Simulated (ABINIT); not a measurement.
The system is BaZrO3.

```xyz
5
Lattice="4.1913 0.0000 0.0000 0.0000 4.1913 0.0000 0.0000 0.0000 4.1913" Properties=species:S:1:pos:R:3 pbc="T T T"
Ba    0.0000    0.0000    0.0000
Zr    2.0957    2.0957    2.0957
O     2.0957    2.0957    0.0000
O     2.0957    0.0000    2.0957
O     0.0000    2.0957    2.0957
```

* Program: ABINIT 10.8.3 (patched build)
* Task: relaxation of cell and atoms
* Functional: PBE
* Potentials or basis: PseudoDojo NC SR PBE v0.4.1 standard
* Cutoff: 1143 eV
* k mesh: 4 × 4 × 4
* Occupations: fermi-dirac, width 0.05 eV
* Spin: no spin polarisation

At the start: pressure 4.3 GPa; volume 14.73 Å³/atom.

**Question.** How do energy, volume and symmetry change on relaxing?

**Answer.** Over 4 steps the energy falls by 5.2 meV/atom and the volume is 15.13 Å³/atom (+2.7 %); space group Pm-3m (No. 221, to 0.05 Å).

The path:
| step | energy change (eV) | largest force (eV/Å) | pressure (GPa) | volume (Å³) |
| --- | --- | --- | --- | --- |
| 1 | 0.0000 | 0.0000 | 4.25 | 73.63 |
| 2 | -0.0191 | 0.0000 | 2.13 | 74.59 |
| 3 | -0.0259 | 0.0000 | 0.07 | 75.59 |
| 4 | -0.0259 | 0.0000 | 0.00 | 75.63 |

Final structure:
```
CELL_PARAMETERS angstrom
4.22892 0.00000 0.00000
0.00000 4.22892 0.00000
0.00000 0.00000 4.22892
ATOMIC_POSITIONS crystal
Ba 0.00000 0.00000 0.00000
Zr 0.50000 0.50000 0.50000
O 0.50000 0.50000 0.00000
O 0.50000 0.00000 0.50000
O 0.00000 0.50000 0.50000
```

Caveat: this set's barium file shifts pressures by 1 GPa against other sets; this release of the barium file is off.
